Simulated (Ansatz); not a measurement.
System: interstitial Al in zinc-blende AlP (charge state +3). The step: Al moves alone to another site; the atom moves 2.38 Å along (-0.25, 0.25, 0.25) of the unit cell; the moving atom starts with neighbours 6 Al at 2.90; 4 P at 2.37 Å and ends with 4 Al at 2.64; 5 P at 2.67, P at 2.68 Å. DFT values are from Ansatz (plane-wave PAW, 420 eV unless said) in a cell of 64 host sites, spin-restricted, static, with no finite-size correction. The charge state is imposed; whether it is stable for some Fermi level was not computed. Sites that were not tried may lie lower. For the PBE band: the program found a first-order saddle point.

```json
[
 {"Level": "CHGNet universal potential (has no charge state), its own band", "Forward barrier (eV)": "0.29", "Cost of the band or of the saddle's single point": "-"},
 {"Level": "PBE, a 2×2×2 k-point mesh shifted by half a step, band relaxed", "Forward barrier (eV)": "1.27", "Cost of the band or of the saddle's single point": "roughly 80 core-minutes"},
 {"Level": "PBE, a 3×3×3 k-point mesh shifted by half a step, same geometries", "Forward barrier (eV)": "1.26", "Cost of the band or of the saddle's single point": "roughly 8 core-minutes"},
 {"Level": "r2SCAN at 500 eV, a 2×2×2 k-point mesh shifted by half a step, same geometries", "Forward barrier (eV)": "1.39", "Cost of the band or of the saddle's single point": "around 5 core-minutes (rough)"}
]
```

Ansatz is a program for electronic structure.
